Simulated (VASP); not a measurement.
**La2O3 in VASP: convergence with PREC**

Input of the first run (PREC Low); the others differ in this setting and in those tied to it:

File INCAR:

```
PREC = Low
ENCUT = 520
EDIFF = 1E-6
ISMEAR = 0
SIGMA = 0.02
LREAL = False
LASPH = True
NELM = 100
ALGO = Normal
ISIF = 2
LWAVE = False
LCHARG = False
GGA = PE
```

KPOINTS

```
regular mesh
0
Gamma
  4 4 6
```

Contents of POSCAR:

```
La2O3
1.0
    6.3702727145      0.0000000000      0.0000000000
   -3.1851363572      5.5168179998      0.0000000000
    0.0000000000      0.0000000000      3.2898942108
La O
2 3
Direct
    0.6666170000      0.3354530000      0.4990380000
    0.3377820000      0.6683560000      0.5037050000
    0.5062830000      0.0016990000      0.0047320000
    0.0030260000      0.5062000000     -0.0019620000
    0.5009860000      0.4964140000     -0.0021210000
```

Potentials or basis: VASP PAW PBE potentials, release 64 (La, O).

The run is started by

```console
$ cat potpaw_PBE.64/La/POTCAR potpaw_PBE.64/O/POTCAR > POTCAR
$ mpirun -np 1 vasp_std > vasp.out
```

The cell isn't the ideal one: atoms moved at random, drawn with an rms of 0.02 Å.

The cell comes from a database or a generator and needn't be the stable form of this composition.

Hardware: 1 thread of AMD EPYC 7R43 64-Core Processor (Zen 3), on a shared host.

| PREC | energy less the tightest run, at zero smearing (meV/atom) | largest force (eV/Å) | SCF cycles | CPU time (s) | peak memory (GiB) |
| --- | --- | --- | --- | --- | --- |
| Low | -1.22 | 0.338 | 17 | 150 | 0.2 |
| Medium | -0.22 | 0.336 | 16 | 140 | 0.21 |
| Single | -0.46 | 0.338 | 16 | 230 | 0.22 |
| Normal | -0.06 | 0.338 | 16 | 150 | 0.24 |
| High | -0.02 | 0.339 | 16 | 210 | 0.24 |
| Accurate | 0.00 | 0.338 | 16 | 230 | 0.27 |

Against the tightest run, the energy stays within 1 meV/atom from Medium on; the largest force stays within 0.005 eV/Å from Low on. The tightest run that finished is the yardstick and may itself not be fully converged.
